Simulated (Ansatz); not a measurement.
Field gradients of MoS2 from run to run

Cell of run 1: a Materials Project structure (computed, not necessarily an observed phase).

Space group P6_3/mmc (No. 194); a = 3.1854, c = 13.1784 Å, γ = 120.00°.

```csv
site,Wyckoff,site symmetry,x,y,z
Mo,2b,-6m2,0.0000,0.0000,0.2500
S,4f,3m.,0.3333,0.6667,0.3677
```

One atom of each set is listed.

Relaxed positions (PBE, cell held):

Mo (0.0000, 0.0000, 0.2500)
S (0.3333, 0.6667, 0.3684)

All runs are DFT with Ansatz 0.2.0 (plane waves and PAW, scalar-relativistic unless spin–orbit coupling is named, Γ-centred meshes, Fermi–Dirac smearing where given) in this cell. Start moments of run 1 as typed (μB): 2 on each Mo, none on the rest.

Run 1: PBE, parallel start moments, atoms as given; 420 eV, 11×11×3 k-points, smearing 0.02 eV.
Run 2: r2SCAN, parallel start moments, at the relaxed atoms; 500 eV, 11×11×3 k-points, smearing 0.02 eV.
Run 3: LDA, parallel start moments, at the relaxed atoms; 420 eV, 11×11×3 k-points, smearing 0.02 eV.

(1) What does each run give, and what moves the gradients most?

Results:

(1) 

```json
{"run": "1", "Mo V_zz (η)": "-7.87 (0.00)", "S V_zz (η)": "-5.74 (0.00)"}
{"run": "2", "Mo V_zz (η)": "-7.73 (0.00)", "S V_zz (η)": "-5.63 (0.00)"}
{"run": "3", "Mo V_zz (η)": "-7.75 (0.00)", "S V_zz (η)": "-5.62 (0.00)"}
```

V_zz in 10²¹ V/m². Against run 1, the gradient tensors on these sites move by at most 0.14 in run 2 (Mo), 0.12 in run 3 (Mo).

Without spin–orbit coupling (the program notes it for Mo) the gradients are little affected as a rule: paired runs on crystals with a gap mostly move them by under 2 % at such atoms. Without spin–orbit coupling (the program notes it for Mo) the gradients can shift somewhat, as the gap is small. In run 2 the program didn't check the stability of the electronic state in full, so a lower one may lie near. In runs 1, 2, 3 the start moments die out. In run 3 the atoms aren't at the calculated equilibrium (largest force 0.49 eV/Å). The cell isn't the equilibrium one in run 3 (calculated pressure -6 GPa), and the entry's cell may itself be off.
